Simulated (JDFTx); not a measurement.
Ir:

```
CELL_PARAMETERS angstrom
0.00000 1.91560 1.91560
1.91560 0.00000 1.91560
1.91560 1.91560 0.00000
ATOMIC_POSITIONS crystal
Ir 0.00000 0.00000 0.00000
```

| Item | Value |
| --- | --- |
| Program | JDFTx 1.7.0 (patched build) |
| Task | relaxation of cell and atoms |
| Functional | PBE |
| Potentials or basis | PseudoDojo-SR-PBE-0.5-standard with smoothed tails |
| Cutoff | 925 eV |
| Density cutoff | 3701 eV |
| k mesh | 12 × 12 × 12 |
| Occupations | fermi-dirac, width 0.05 eV |
| Spin | no spin polarisation |

At the start: pressure 10.3 GPa; volume 14.06 Å³/atom.

Problem. Where does the relaxation end?

Solution. Over 6 steps the energy falls by 12.3 meV/atom and the volume is 14.45 Å³/atom (+2.8 %); space group Fm-3m (No. 225, to 0.05 Å).

Step by step:
| step | energy change (eV) | largest force (eV/Å) | pressure (GPa) | volume (Å³) |
| --- | --- | --- | --- | --- |
| 1 | 0.0000 | 0.0000 | 10.35 | 14.06 |
| 2 | -0.0040 | 0.0000 | 8.43 | 14.13 |
| 3 | -0.0122 | 0.0000 | 0.68 | 14.42 |
| 4 | -0.0123 | 0.0000 | 0.08 | 14.45 |
| 5 | -0.0123 | 0.0000 | 0.01 | 14.45 |
| 6 | -0.0123 | 0.0000 | 0.00 | 14.45 |

Final structure:
```
CELL_PARAMETERS angstrom
0.00000 1.93317 1.93317
1.93317 0.00000 1.93317
1.93317 1.93317 0.00000
ATOMIC_POSITIONS crystal
Ir 0.00000 0.00000 0.00000
```
